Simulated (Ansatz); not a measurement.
Input and command of a plane-wave DFT calculation in Ansatz:

```yaml
crystal:
  lattice:
    - [3.07569415, 0.0, 0.0]
    - [-1.53784707, 2.66362927, 0.0]
    - [0.0, 0.0, 10.07064648]
  atoms:
    - { symbol: Si, position: [0.66666667, 0.33333333, 0.93784198] }
    - { symbol: Si, position: [0.33333333, 0.66666667, 0.43784198] }
    - { symbol: Si, position: [0.0, 0.0, 0.68789438] }
    - { symbol: Si, position: [0.0, 0.0, 0.18789438] }
    - { symbol: C, position: [0.66666667, 0.33333333, 0.74980259] }
    - { symbol: C, position: [0.33333333, 0.66666667, 0.24980259] }
    - { symbol: C, position: [0.0, 0.0, 0.50046005] }
    - { symbol: C, position: [0.0, 0.0, 0.00046005] }
basis:
  ecutwfc: 420
kpoints:
  mp_grid: { grid: [6, 6, 2] }
hamiltonian:
  xc: pbesol
scf:
  occupations: { method: gaussian, width: 0.1 }
output:
  forces: true
  stress: true
  eigenvalues: true
```

```bash
ansatz run input.yaml --threads 4 --pin off --max-ram 8192MiB --backend cpu --events-out ev --progress --plain --runs-dir out
```

Processor: Intel(R) Xeon(R) Processor @ 2.50GHz (Skylake/Cascade Lake), 4 threads, on a host shared with other jobs.

How long does it run, and how much memory does it take?

About 1.7 s on 4 threads of Intel(R) Xeon(R) Processor @ 2.50GHz (Skylake/Cascade Lake), on a shared host, peak memory 0.36 GiB. It solves 24 bands at 14 k points (the mesh reduced by the symmetry that the task leaves, which can be less than the crystal's) with about 1605 plane waves, in 6 SCF iterations.
